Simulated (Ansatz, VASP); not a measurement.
**Two plane-wave programs on Rh**

The input INCAR:

```
ALGO     = Fast           # electronic algorithm
EDIFF    = 1E-6           # SCF threshold, eV
ENCUT    = 520            # plane-wave cutoff, eV
GGA      = PE             # functional
ISIF     = 2              # what is computed and relaxed
ISMEAR   = 0              # smearing method
LASPH    = T              # aspherical terms in the spheres
LCHARG   = F              # write CHGCAR
LREAL    = F              # projectors in reciprocal space
LWAVE    = F              # write WAVECAR
NBANDS   = 14             # bands
NELM     = 100            # most SCF steps
PREC     = Accurate       # precision mode
SIGMA    = 0.15           # smearing width, eV
```

KPOINTS

```
k-points
0
Gamma
  22 22 22
```

File POSCAR:

```
Rh
1.0
    0.0000000000      1.8507502795      2.1598255762
    1.8507502795      0.0000000000      2.1598255762
    1.8507502795      1.8507502795      0.0000000000
Rh
1
Direct
    0.0000000000      0.0000000000      0.0000000000
```

Input for Ansatz:

```yaml
crystal:
  lattice:
    - [0.0, 1.8507502795, 2.1598255762]
    - [1.8507502795, 0.0, 2.1598255762]
    - [1.8507502795, 1.8507502795, 0.0]
  atoms:
    - { symbol: Rh, position: [0.0, 0.0, 0.0] }
basis:
  ecutwfc: 420
kpoints:
  mp_grid: { grid: [22, 22, 22] }
hamiltonian:
  xc: pbe
  pseudopotentials: { kind: paw, azcp: { folder: soft_1 } }
scf:
  occupations: { method: gaussian, width: 0.15 }
output:
  forces: true
  stress: true
  eigenvalues: true
```

Alike in both runs: task single point; functional PBE; k mesh 22 × 22 × 22; occupations gaussian, width 0.15 eV; no spin polarisation.

|  | VASP | Ansatz |
| --- | --- | --- |
| version | VASP 6.6.1 | Ansatz 0.2.0 |
| potentials or method | VASP PAW PBE potentials, release 64 (Rh_pv) | scalar-relativistic, plane waves, PAW |
| plane-wave cutoff (eV) | 520 | 420 |
| valence electrons in the cell | 15 | 17 |

```tsv
	VASP	Ansatz	Ansatz less VASP
gap on the k mesh at the Fermi level (eV)	none	none	-
pressure (GPa)	-8.0	-7.9	+0.11
largest component of the traceless stress (GPa)	19.36	19.43	+0.063
```

A gap of «none» marks a metal or a gap that the smearing closes. The two sets of potentials don't hold the same shells in valence.
